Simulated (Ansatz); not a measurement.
## SiO2: the gap under pressure

SiO2, P6_422, a = 5.060 Å, c = 5.541 Å. This isn't the usual stable structure of the compound. Ansatz: r2SCAN, PAW, 500 eV, Γ-centred 6×6×4 mesh on 9 atoms, Gaussian smearing 0.02 eV; no spin polarisation. Cell and atoms are relaxed at each pressure, and no other structure is tried, so the rows at high pressure may lie past a change of phase. The gap is sought over the whole zone. The pressures are the targets, met within 0.03 GPa.

```
P (GPa) gap y (eV)
   -1.0           ?
    0.0       6.292
    1.0       6.319
    4.0       6.385
   12.0       6.488
   25.0       6.339
```

**Question.** Fit y = E0 + αP + βP² to the other rows and predict the missing gap.

**Answer.** Least squares on the rows shown. y = 6.2898 + 0.029500 P − 0.0011005 P². So α = 29.5 meV/GPa at zero pressure. With a term in P³ added, the coefficient of P becomes 0.02608, 12 % less, which shows how far this figure hangs on the form. At P = -1.0 the fit asked for gives 6.259 eV. The run gave 6.266 eV, so the fit is 0.007 eV too low, a small miss on the scale of the series. Note that among the fitted rows a band edge sits at another point of the zone at 12, 25 GPa than at zero pressure, so one curve spans more than one gap.

Semilocal functionals give gaps under the measured ones; changes of the gap mostly carry over better.